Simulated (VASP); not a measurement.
A run of VASP 6.6.1 is set up as follows.

Contents of POSCAR:

```
KCl
1.0
    0.0000000000      3.2081811574      3.2081811574
    3.2081811574      0.0000000000      3.2081811574
    3.2081811574      3.2081811574      0.0000000000
K Cl
1 1
Direct
    0.0000000000      0.0000000000      0.0000000000
    0.5000000000      0.5000000000      0.5000000000
```

INCAR.step1

```
SYSTEM = KCl
ALGO = Normal
EDIFF = 1E-4
ENCUT = 520
GGA = PE
ISMEAR = 0
LASPH = .TRUE.
LCHARG = .FALSE.
LREAL = .FALSE.
LWAVE = .TRUE.
NBANDS = 15
NELM = 60
PREC = Accurate
SIGMA = 0.02
```

INCAR.step2

```
SYSTEM = KCl
ALGO = Normal
EDIFF = 1E-7
ENCUT = 520
ISIF = 2
ISMEAR = 0
ISTART = 1
LASPH = .TRUE.
LCHARG = .FALSE.
LMIXTAU = .TRUE.
LREAL = .FALSE.
LWAVE = .FALSE.
METAGGA = R2SCAN
NBANDS = 15
NELM = 60
PREC = Accurate
SIGMA = 0.02
```

KPOINTS

```
k-points
0
G
  6 6 6
  0 0 0
```

Potentials or basis: VASP PAW PBE potentials, release 64 (K_sv, Cl).

Run with:

```sh
$ cat potpaw_PBE.64/K_sv/POTCAR potpaw_PBE.64/Cl/POTCAR > POTCAR
$ cp INCAR.step1 INCAR
$ mpirun -np 1 vasp_std > vasp.out
$ cp INCAR.step2 INCAR
$ mpirun -np 1 vasp_std > vasp.out
```

Task: Estimate the band gap on the k mesh.

Result: 5.63 eV.

Task: What does it give for the pressure?

Result: -1.0 GPa.

Caveat: the PAW data sets were made with another functional, which shifts forces and pressure a little.

**Measured values to compare with.**

A printed reference work, monograph reports, for a bulk crystal of KCl: band gap 8.68 eV.

A measured gap of KCl is 8.68 eV (a printed reference work, monograph); the calculated 5.63 eV misses it by -3.05 eV. The value is that of r2SCAN, without temperature or zero-point motion.
